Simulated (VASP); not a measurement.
Write the native input for VASP 6.6.1 that does the following.

* Task: electric field gradients
* Functional: PBE
* Potentials or basis: VASP PAW PBE potentials, release 64 (W_sv, C)
* Cutoff: 520 eV
* k mesh: 14 × 14 × 13
* Occupations: fermi-dirac, width 0.05 eV
* Spin: no spin polarisation
* Dipole correction: no
* Further INCAR settings: ALGO = Fast; EDIFF = 1e-08; NBANDS = 16

The structure of WC lies in POSCAR:

```
WC
1.0
    2.8417946007      0.0000000000      0.0000000000
   -1.4208973004      2.4610663166      0.0000000000
    0.0000000000      0.0000000000      2.7717403707
W C
1 1
Direct
    0.0000000000      0.0000000000      0.0000000000
    0.6666666667      0.3333333333      0.5000000000
```

The cell isn't the ideal one: volume scaled by 0.9405, PAW files.

One way to write it, as run:

INCAR

```
  PREC = Accurate
  ENCUT = 520
  EDIFF = 1E-8
  ISMEAR = -1
  SIGMA = 0.05
  LREAL = False
  LASPH = True
  NELM = 60
  ALGO = Fast
  ISIF = 2
  LWAVE = False
  LCHARG = False
  GGA = PE
  LEFG = True
  NBANDS = 16
```

KPOINTS

```
regular mesh
0
Gamma
  14 14 13
```

Potentials or basis: VASP PAW PBE potentials, release 64 (W_sv, C).

Command:

```sh
$ cat potpaw_PBE.64/W_sv/POTCAR potpaw_PBE.64/C/POTCAR > POTCAR
$ mpirun -np 1 vasp_std > vasp.out
```

Results of the run:

- Pressure: 39.4 GPa
- Band gap on the k mesh: none (metal or under the smearing width)

Caveat: so large a pressure means that the cell lies far from this level's equilibrium, or that cutoff or potentials fall short.

It took 38 s on 1 thread of AMD EPYC 9R45 (Zen 5), on a shared host, peak memory 0.14 GiB.
